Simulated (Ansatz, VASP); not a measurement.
# Al2O3 in VASP and in Ansatz

```xyz
20
Lattice="7.0899 0.0000 0.0000 0.0000 4.8469 0.0000 0.0000 0.0000 4.9854" Properties=species:S:1:pos:R:3 pbc="T T T"
Al    2.7679    1.2222    0.1521
Al    4.3221    1.2222    2.3406
Al    0.7771    1.2013    2.6448
Al    6.3128    1.2013    4.8333
Al    4.3221    3.6248    4.8333
Al    2.7679    3.6248    2.6448
Al    6.3128    3.6456    2.3406
Al    0.7771    3.6456    0.1521
O     4.6368    0.5187    0.5084
O     2.4531    0.5187    1.9843
O     5.9981    1.9047    3.0011
O     1.0919    1.9047    4.4770
O     2.4531    4.3282    4.4770
O     4.6368    4.3282    3.0011
O     1.0919    2.9422    1.9843
O     5.9981    2.9422    0.5084
O     0.0000    0.2395    1.2464
O     3.5450    2.1840    3.7391
O     0.0000    4.6075    3.7391
O     3.5450    2.6629    1.2464
```

Alike in both runs: task electric field gradients; functional r2SCAN; k mesh 3 × 5 × 5; occupations fermi-dirac, width 0.02 eV; no spin polarisation.

|  | VASP | Ansatz |
| --- | --- | --- |
| version | VASP 6.6.1 | Ansatz 0.2.0 |
| potentials or method | VASP PAW PBE potentials, release 64 (Al, O) | plane-wave PAW, scalar-relativistic |
| plane-wave cutoff (eV) | 520 | 500 |
| valence electrons in the cell | 96 | 96 |

|  | VASP | Ansatz | Ansatz less VASP |
| --- | --- | --- | --- |
| gap on the k mesh at the Fermi level (eV) | 6.21 | 6.20 | -0.009 |
| pressure (GPa) | -7.9 | -7.3 | +0.56 |
| largest component of the traceless stress (GPa) | 0.34 | 0.38 | +0.048 |
| rms of the force components (eV/Å) | 0.036 | 0.036 | 0.0000 |
| Vzz of the field gradient on the site that differs most (V/Å²) | -28.8 | -29.9 | -1.02 |

Atom by atom the forces differ by 0.008 eV/Å (rms over components).

Caveats: the PAW data sets were made with another functional, which shifts forces and pressure a little (VASP). r2SCAN opens gaps a little over a GGA but as a rule still falls short of measured ones.
